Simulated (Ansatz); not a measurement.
InSe

Level of theory: DFT, r²SCAN, scalar-relativistic, no spin polarisation; plane waves to 500 eV with PAW datasets (Ansatz 0.2.0), Γ-centred 10×10×10 mesh, 0.05 eV Gaussian smearing; PAW files: Ansatz's generated set soft_2.

```
In Se
1.0
     2.02184    1.16731    8.70165
    -2.02184    1.16731    8.70165
     0.00000   -2.33462    8.70165
In Se
2 2
Direct
  0.00249 0.00249 0.00249
  0.10969 0.10969 0.10969
  0.62094 0.62094 0.62094
  0.82458 0.82458 0.82458
```

The chain of runs began from a cell from COD that may be a prediction, expanded in volume.

The run above is the reference. The same cell was run again with other input settings; several of them aren't fit for production, so the rows show the settings' effect and aren't properties of the material.

| keys changed | outcome | ΔE (meV/atom) | P (GPa) | gap on the mesh (eV) | cell moment (μB) | largest force component (eV/Å) | SCF iterations | rough core-seconds | new warnings |
| --- | --- | --- | --- | --- | --- | --- | --- | --- | --- |
| none (reference) | converged | 0.0 | 0.0 | 0.93 | – | 0.000 | – | – | – |
| scf.n_extra_bands: 2; basis.ecutwfc: 500 → "550 eV"; hamiltonian.pseudopotentials: {"kind": "nc"} | converged | – | -3.3 | 0.71 | – | 0.548 | 9 | 100 | cutoff below recommended |
| hamiltonian.xc: "r2scan" → "pbe" | converged | – | 1.6 | 0.52 | – | 0.210 | 7 | 70 | – |
| scf.mixing.preconditioner: "resta" | converged | 0.0 | 0.0 | 0.93 | – | 0.000 | 7 | 80 | – |
| accuracy: "medium" | converged | 0.0 | 0.0 | 0.93 | – | 0.000 | 7 | 80 | – |

These changes also left energy (to 0.1 meV/atom), pressure, gap, moment and forces as in the reference: scf.mixing.preconditioner: "none" | basis.xc_grid: 3; crystal.symmetry: {"detect": false} | basis.ecutrho_ratio: 4 → 9.

ΔE is the energy with the smearing extrapolated to zero. It is left out where the change alters the Hamiltonian or the spin treatment. The varied runs start from atomic densities (corrected by the program's trained start where that serves), with the default search for lower states unless a row changes it.

(1) What happens with these changes: scf.algorithm: "direct_min"; basis.ecutwfc: 500 → "250 eV"; scf.initial_density.chi_scale: 0.0?

Answer:

(1) outcome converged, ΔE (meV/atom) 717.2, P (GPa) 0.1, gap on the mesh (eV) 0.90, largest force component (eV/Å) 0.103, SCF iterations 8, rough core-seconds 130, new warnings cutoff below recommended.

Changing scf.mixing.preconditioner only steers the path to self-consistency, so the energy stays within 0.5 meV/atom.

Other pseudopotential files need their own cutoff; where it is too low, pressure and moments show the cutoff and not the files.

1 further run (cut off, refused for memory, with changed atoms or starts, or in doubt) is left out.

Of the reference: Kohn–Sham gaps of semilocal functionals lie under measured ones, often by a third or more. The structure is built of weakly bound layers, and this functional has no dispersion term, so their spacing and all that hangs on it (volume, the soft elastic constants, low modes, dielectric constants) are poorly given.
